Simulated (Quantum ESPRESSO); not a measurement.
# NaI (Immm) in Quantum ESPRESSO: a series of runs

The runs below take NaI through relaxation of the atoms, relaxation of cell and atoms, with WC+D2, B86bPBE.

All numbers are computed with Quantum ESPRESSO 7.5; they aren't measurements. Logs are shortened: lines on timing, memory, paths and dates and some standing lists are left out, and cuts for length are marked.

## 1. The crystal as given

The structure is orthorhombic, space group Immm (No. 71). Conventional cell: a = 4.554 Å, b = 4.600 Å, c = 6.473 Å, α = 90.00°, β = 90.00°, γ = 90.00°. I (site symmetry mmm) has 6 Na at 3.24 Å as nearest neighbours. Na (site symmetry mmm) is surrounded by 6 I at 3.24 Å.

## 2. Relaxation of the atoms, WC+D2

Contents of pw.in:

```
&CONTROL
  calculation = 'relax'
  prefix = 'pwscf'
  outdir = './tmp'
  pseudo_dir = './pseudo'
  tprnfor = .true.
  tstress = .true.
  disk_io = 'low'
  nstep = 40
  forc_conv_thr = 0.0001
  etot_conv_thr = 1d-05
/
&SYSTEM
  ibrav = 0
  nat = 2
  ntyp = 2
  ecutwfc = 45
  ecutrho = 270
  nbnd = 14
  input_dft = 'wc'
  occupations = 'smearing'
  smearing = 'fd'
  degauss = 0.00367493
  vdw_corr = 'grimme-d2'
/
&ELECTRONS
  conv_thr = 4d-10
  electron_maxstep = 120
  mixing_beta = 0.5
/
&IONS
  ion_dynamics = 'bfgs'
/
ATOMIC_SPECIES
I    126.9045 I.LDA_PW-JTH.UPF
Na    22.9898 Na.LDA_PW-JTH.UPF
CELL_PARAMETERS angstrom
  -0.0161820000    3.2364000000    3.2364000000
   3.2364000000   -0.0161820000    3.2364000000
   3.2202180000    3.2202180000    0.0000000000
ATOMIC_POSITIONS crystal
I      0.5000000000    0.5000000000    0.5000000000
Na     0.0000000000    0.0000000000    0.0000000000
K_POINTS automatic
7 7 7 0 0 0
```

Potentials or basis: JTH 2.0 LDA.

Command:

```sh
$ OMP_NUM_THREADS=1 pw.x -in pw.in > pw.out
```

pw.out:

```text
This program is part of the open-source Quantum ESPRESSO suite
     for quantum simulation of materials; please cite
         "P. Giannozzi et al., J. Phys.:Condens. Matter 21 395502 (2009);
         "P. Giannozzi et al., J. Phys.:Condens. Matter 29 465901 (2017);
         "P. Giannozzi et al., J. Chem. Phys. 152 154105 (2020);
     in publications or presentations arising from this work. More details at

     file I.LDA_PW-JTH.UPF: wavefunction(s)  0S 0P renormalized
     file Na.LDA_PW-JTH.UPF: wavefunction(s)  2S 3S 2P 3P renormalized

     IMPORTANT: XC functional enforced from input :
     Exchange-correlation= WC
                           (   1   4  11   4   0   0   0)
     Any further DFT definition will be discarded
     Please, verify this is what you really want

     Message from routine setup:
     using ibrav=0 with symmetry is DISCOURAGED, use correct ibrav instead

     G-vector sticks info
     --------------------
     sticks:   dense  smooth     PW     G-vecs:    dense   smooth      PW
     Sum        1393     929    283                34319    18691    3099

     Using Slab Decomposition

     bravais-lattice index     =            0
     lattice parameter (alat)  =       8.6493  a.u.
     unit-cell volume          =     457.5118 (a.u.)^3
     number of atoms/cell      =            2
     number of atomic types    =            2
     number of electrons       =        16.00
     number of Kohn-Sham states=           14
     kinetic-energy cutoff     =      45.0000  Ry
     charge density cutoff     =     270.0000  Ry
     scf convergence threshold =      4.0E-10
     mixing beta               =       0.5000
     number of iterations used =            8  plain     mixing
     energy convergence thresh.=      1.0E-05
     force convergence thresh. =      1.0E-04
     Exchange-correlation= WC
                           (   1   4  11   4   0   0   0)
     nstep                     =           40

     celldm(1)=   8.649256  celldm(2)=   0.000000  celldm(3)=   0.000000
     celldm(4)=   0.000000  celldm(5)=   0.000000  celldm(6)=   0.000000

     crystal axes: (cart. coord. in units of alat)
               a(1) = (  -0.003536   0.707102   0.707102 )
               a(2) = (   0.707102  -0.003536   0.707102 )
               a(3) = (   0.703567   0.703567   0.000000 )

     reciprocal axes: (cart. coord. in units 2 pi/alat)
               b(1) = ( -0.703593  0.703593  0.707111 )
               b(2) = (  0.703593 -0.703593  0.707111 )
               b(3) = (  0.710665  0.710665 -0.707111 )

     PseudoPot. # 1 for I  read from file:
     I.LDA_PW-JTH.UPF
     Pseudo is Projector augmented-wave + core cor, Zval =  7.0
     Generated using ATOMPAW code
     Shape of augmentation charge: SINC**2
     Using radial grid of 1095 points,  4 beta functions with:
                l(1) =   0
                l(2) =   0
                l(3) =   1
                l(4) =   1
     Q(r) pseudized with 0 coefficients

     PseudoPot. # 2 for Na read from file:
     Na.LDA_PW-JTH.UPF
     Pseudo is Projector augmented-wave + core cor, Zval =  9.0
     Generated using ATOMPAW code
     Shape of augmentation charge: SINC**2
     Using radial grid of  969 points,  4 beta functions with:
                l(1) =   0
                l(2) =   0
                l(3) =   1
                l(4) =   1
     Q(r) pseudized with 0 coefficients

     atomic species   valence    mass     pseudopotential
     I                 7.00   126.90450     I ( 1.00)
     Na                9.00    22.98980     Na( 1.00)

      8 Sym. Ops., with inversion, found

   Cartesian axes

     site n.     atom                  positions (alat units)
         1        I      tau(   1) = (   0.7035669   0.7035669   0.7071024  )
         2        Na     tau(   2) = (   0.0000000   0.0000000   0.0000000  )

     -------------------------------------------------
     Parameters for Dispersion (Grimme-D2) Correction:
     -------------------------------------------------
       atom      VdW radius       C_6

        I          3.575       1092.775
        Na         2.162        198.087

     number of k points=    64  Fermi-Dirac smearing, width (Ry)=  0.0037
                       cart. coord. in units 2pi/alat
        k(    1) = (   0.0000000   0.0000000   0.0000000), wk =   0.0058309
        k(    2) = (   0.1015235   0.1015235  -0.1010159), wk =   0.0233236
        k(    3) = (   0.2030470   0.2030470  -0.2020318), wk =   0.0233236
        k(    4) = (   0.3045705   0.3045705  -0.3030477), wk =   0.0233236
        k(    5) = (   0.1005133  -0.1005133   0.1010159), wk =   0.0233236
        k(    6) = (   0.2020368   0.0010102   0.0000000), wk =   0.0233236
[... 56 lines left out ...]
        k(   63) = (  -0.1015235  -0.1015235   0.7071112), wk =   0.0116618
        k(   64) = (  -0.6030799   0.6030799  -0.0000000), wk =   0.0116618

     Dense  grid:    34319 G-vectors     FFT dimensions: (  45,  45,  45)

     Smooth grid:    18691 G-vectors     FFT dimensions: (  40,  40,  40)

     Initial potential from superposition of free atoms

     starting charge      15.9944, renormalised to      16.0000

     negative rho (up, down):  3.728E-03 0.000E+00
     Starting wfcs are   16 randomized atomic wfcs

     Self-consistent Calculation

     iteration #  1     ecut=    45.00 Ry     beta= 0.50
     Davidson diagonalization with overlap
     ethr =  1.00E-02,  avg # of iterations =  6.9

     Threshold (ethr) on eigenvalues was too large:
     Diagonalizing with lowered threshold

     Davidson diagonalization with overlap
     ethr =  1.02E-04,  avg # of iterations =  5.3

     negative rho (up, down):  4.254E-03 0.000E+00

     total energy              =    -486.26126858 Ry
     estimated scf accuracy    <       0.01588951 Ry

     iteration #  2     ecut=    45.00 Ry     beta= 0.50
     Davidson diagonalization with overlap
     ethr =  9.93E-05,  avg # of iterations =  2.0

     negative rho (up, down):  4.360E-03 0.000E+00

     total energy              =    -486.26312853 Ry
     estimated scf accuracy    <       0.00147366 Ry

     iteration #  3     ecut=    45.00 Ry     beta= 0.50
     Davidson diagonalization with overlap
     ethr =  9.21E-06,  avg # of iterations =  2.2

     negative rho (up, down):  4.519E-03 0.000E+00

     total energy              =    -486.26322926 Ry
     estimated scf accuracy    <       0.00022332 Ry

     iteration #  4     ecut=    45.00 Ry     beta= 0.50
     Davidson diagonalization with overlap
     ethr =  1.40E-06,  avg # of iterations =  3.6
[... 10 lines left out ...]
     negative rho (up, down):  4.553E-03 0.000E+00

     total energy              =    -486.26325122 Ry
     estimated scf accuracy    <       0.00000017 Ry

     iteration #  6     ecut=    45.00 Ry     beta= 0.50
     Davidson diagonalization with overlap
     ethr =  1.04E-09,  avg # of iterations =  2.0

     negative rho (up, down):  4.553E-03 0.000E+00

     total energy              =    -486.26325127 Ry
     estimated scf accuracy    <       0.00000002 Ry

     iteration #  7     ecut=    45.00 Ry     beta= 0.50
     Davidson diagonalization with overlap
     ethr =  1.03E-10,  avg # of iterations =  2.5

     negative rho (up, down):  4.553E-03 0.000E+00

     End of self-consistent calculation

          k = 0.0000 0.0000 0.0000 (  2309 PWs)   bands (ev):

   -48.5546 -20.6325 -20.6320 -20.6319  -9.3385   1.7137   1.7352   1.7575
     5.2584   9.5861   9.6451   9.7039  11.6196  11.6205

          k = 0.1015 0.1015-0.1010 (  2334 PWs)   bands (ev):

   -48.5547 -20.6337 -20.6326 -20.6322  -9.2827   1.1603   1.6569   1.6835
     5.9104   9.2114   9.7744   9.8497  11.0724  11.0998

          k = 0.2030 0.2030-0.2020 (  2345 PWs)   bands (ev):

   -48.5546 -20.6363 -20.6329 -20.6323  -9.1514   0.2133   1.5366   1.5583
     6.6389   9.3702   9.5255   9.5784  11.6052  11.6815

          k = 0.3046 0.3046-0.3030 (  2342 PWs)   bands (ev):

   -48.5546 -20.6379 -20.6331 -20.6325  -9.0393  -0.3843   1.4468   1.4649
     6.6767   9.1474   9.2002  10.3651  11.9907  13.3117

          k = 0.1005-0.1005 0.1010 (  2325 PWs)   bands (ev):

   -48.5546 -20.6331 -20.6329 -20.6322  -9.2841   1.1374   1.6733   1.7005
     5.9093   9.1664   9.8066   9.8814  11.0954  11.1244

          k = 0.2020 0.0010 0.0000 (  2326 PWs)   bands (ev):

   -48.5546 -20.6336 -20.6327 -20.6323  -9.2658   1.1453   1.5710   1.5717
     6.1415   8.7905  10.0824  10.1158  10.1161  11.8692
[... 191 lines left out ...]
          k =-0.6051 0.1990-0.0000 (  2339 PWs)   bands (ev):

   -48.5546 -20.6358 -20.6345 -20.6343  -8.9606  -0.0196   0.7297   0.9440
     7.0065   7.9552   9.8905  11.1290  12.9038  13.9614

          k =-0.5036 0.3005-0.1010 (  2325 PWs)   bands (ev):

   -48.5546 -20.6358 -20.6342 -20.6336  -8.9898  -0.0862   0.7196   1.2200
     7.8260   8.1516   9.3461  10.3433  12.2900  13.3406

          k =-0.3015 0.3015-0.1010 (  2335 PWs)   bands (ev):

   -48.5546 -20.6358 -20.6333 -20.6331  -9.0850   0.0077   1.1218   1.5439
     7.2845   8.8943   9.2947   9.6692  11.3935  13.2161

          k = 0.0030 0.6061-0.4041 (  2326 PWs)   bands (ev):

   -48.5546 -20.6359 -20.6348 -20.6338  -8.9474   0.2210   0.2890   0.9727
     7.4473   8.6720   9.5829  10.0280  12.7573  13.4483

          k =-0.4031 0.2000 0.0000 (  2339 PWs)   bands (ev):

   -48.5546 -20.6355 -20.6338 -20.6334  -9.0698   0.1378   0.9889   1.3673
     7.5712   8.3561   8.6898  10.6113  11.3760  13.7569

          k =-0.2010 0.2010-0.0000 (  2319 PWs)   bands (ev):

   -48.5546 -20.6338 -20.6328 -20.6328  -9.2063   0.6481   1.3699   1.6754
     6.6798   8.8172   9.5966  10.2050  10.2622  11.9586

          k = 0.1035 0.5056-0.3030 (  2326 PWs)   bands (ev):

   -48.5546 -20.6368 -20.6338 -20.6332  -8.9850  -0.0863   0.7196   1.2030
     7.8105   8.1066   9.3444  10.3163  12.3041  13.3922

          k = 0.0000 0.0000 0.4041 (  2335 PWs)   bands (ev):

   -48.5546 -20.6352 -20.6338 -20.6330  -9.1012   0.3110   1.2158   1.2728
     6.9550   7.7812   9.4055  11.2546  11.3259  12.5731

          k =-0.3046-0.3046 0.7071 (  2333 PWs)   bands (ev):

   -48.5546 -20.6368 -20.6344 -20.6327  -8.9922   0.0205   0.5363   1.3317
     7.6479   8.7408   9.2903  10.0102  11.8424  12.7105

          k =-0.2030-0.2030 0.6061 (  2323 PWs)   bands (ev):

   -48.5546 -20.6363 -20.6347 -20.6330  -8.9622  -0.0352   0.5412   1.1658
     7.1121   8.5706   9.8406  10.4913  12.0753  13.4436

          k =-0.1015-0.1015 0.5051 (  2343 PWs)   bands (ev):

   -48.5546 -20.6362 -20.6343 -20.6333  -9.0120   0.0042   0.9801   1.1177
     6.9011   7.8579   9.6599  11.0879  12.3619  13.9366

          k = 0.1005-0.1005 0.5051 (  2341 PWs)   bands (ev):

   -48.5546 -20.6361 -20.6342 -20.6335  -9.0136  -0.0039   0.9431   1.1754
     6.9330   7.8027   9.6554  11.1495  12.3225  13.9581

          k =-0.1025-0.3036 0.7071 (  2323 PWs)   bands (ev):

   -48.5546 -20.6358 -20.6352 -20.6334  -8.9456   0.2239   0.2944   0.9558
     7.4237   8.6901   9.5757  10.0395  12.7527  13.4284

          k =-0.0010-0.2020 0.6061 (  2334 PWs)   bands (ev):

   -48.5546 -20.6359 -20.6347 -20.6338  -8.9592  -0.0235   0.7302   0.9442
     6.9992   7.9520   9.8368  11.1742  12.8993  13.9838

          k =-0.5026 0.5026-0.1010 (  2337 PWs)   bands (ev):

   -48.5546 -20.6360 -20.6344 -20.6340  -8.9675  -0.0488   0.5317   1.2189
     7.1668   8.4927   9.8235  10.5752  12.0427  13.4910

          k =-0.6041 0.4010 0.0000 (  2319 PWs)   bands (ev):

   -48.5546 -20.6352 -20.6348 -20.6341  -8.9493   0.2194   0.2824   0.9898
     7.4693   8.6561   9.5911  10.0172  12.7758  13.4536

          k =-0.4021 0.4021-0.0000 (  2323 PWs)   bands (ev):

   -48.5546 -20.6354 -20.6344 -20.6336  -9.0003   0.0218   0.5247   1.3775
     7.6978   8.7124   9.3200  10.1122  11.9137  12.5444

          k = 0.0000 0.0000 0.6061 (  2337 PWs)   bands (ev):

   -48.5546 -20.6363 -20.6345 -20.6336  -8.9682  -0.1442   0.9827   1.0448
     6.3267   7.2410  11.0314  12.6815  12.7325  13.4426

          k =-0.1015-0.1015 0.7071 (  2330 PWs)   bands (ev):

   -48.5546 -20.6359 -20.6351 -20.6336  -8.9459  -0.1103   0.7482   1.0024
     6.4987   7.6074  10.9884  11.8259  12.4096  14.4373

          k =-0.6031 0.6031-0.0000 (  2334 PWs)   bands (ev):

   -48.5546 -20.6360 -20.6344 -20.6342  -8.9475  -0.1121   0.7022   1.0627
     6.5266   7.5567  10.9971  11.8865  12.3797  14.4536

     the Fermi energy is     2.9521 ev

!    total energy              =    -486.26325128 Ry
     total all-electron energy =      -486.263251 Ry
     estimated scf accuracy    <          4.0E-10 Ry
     smearing contrib. (-TS)   =      -0.00000000 Ry
     internal energy E=F+TS    =    -486.26325128 Ry

     The total energy is F=E-TS. E is the sum of the following terms:
     one-electron contribution =     -85.05765446 Ry
     hartree contribution      =      40.29467676 Ry
     xc contribution           =     -20.58324266 Ry
     ewald contribution        =     -59.95416320 Ry
     Dispersion Correction     =      -0.05208663 Ry
     one-center paw contrib.   =    -360.91078109 Ry

     convergence has been achieved in   7 iterations

     negative rho (up, down):  4.553E-03 0.000E+00

     Forces acting on atoms (cartesian axes, Ry/au):

     atom    1 type  1   force =     0.00000000    0.00000000    0.00000000
     atom    2 type  2   force =    -0.00000000    0.00000000   -0.00000000

     Total force =     0.000000     Total SCF correction =     0.000000

     Computing stress (Cartesian axis) and pressure

     negative rho (up, down):  4.553E-03 0.000E+00
          total   stress  (Ry/bohr**3)                   (kbar)     P=      -24.68
  -0.00016770   0.00000405   0.00000000          -24.67        0.60        0.00
   0.00000405  -0.00016770   0.00000000            0.60      -24.67        0.00
   0.00000000   0.00000000  -0.00016788            0.00        0.00      -24.70

     BFGS Geometry Optimization
     Energy error            =      5.2E-61 Ry
     Gradient error          =      7.0E-31 Ry/Bohr

     bfgs converged in   1 scf cycles and   0 bfgs steps
     (criteria: energy <  1.0E-05 Ry, force <  1.0E-04 Ry/Bohr)

     End of BFGS Geometry Optimization

     Final energy             =    -486.2632512779 Ry
Begin final coordinates

ATOMIC_POSITIONS (crystal)
I                0.5000000000        0.5000000000        0.5000000000
Na               0.0000000000        0.0000000000        0.0000000000
End final coordinates

=------------------------------------------------------------------------------=
   JOB DONE.
=------------------------------------------------------------------------------=
```

Wall time 20 s (1 thread of AMD EPYC 7B13 (Zen 3), shared host); peak memory 0.1 GiB.

Results:

| Quantity | Value |
| --- | --- |
| Free energy | -6615.9486 eV |
| Pressure after relaxing | -2.5 GPa |
| Band gap on the k mesh | 3.50 eV, direct |

Stress tensor (GPa, compression positive):
```
-2.47  0.06  0.00
 0.06 -2.47  0.00
 0.00  0.00 -2.47
```

Final structure:
```xyz
2
Lattice="-0.0162 3.2364 3.2364 3.2364 -0.0162 3.2364 3.2202 3.2202 0.0000" Properties=species:S:1:pos:R:3 pbc="T T T"
I     3.2202    3.2202    3.2364
Na    0.0000    0.0000    0.0000
```

Caveat: D2 keeps the scale fitted for PBE; the potentials were made for another functional, which shifts forces and pressure; the cutoff is low for these files, which shifts pressure and relaxed volume; the relaxation stopped at its first step, so nothing moved; spin-orbit coupling is left out, which moves the levels of the heavy elements.

(Continued in part 2 of 2.)
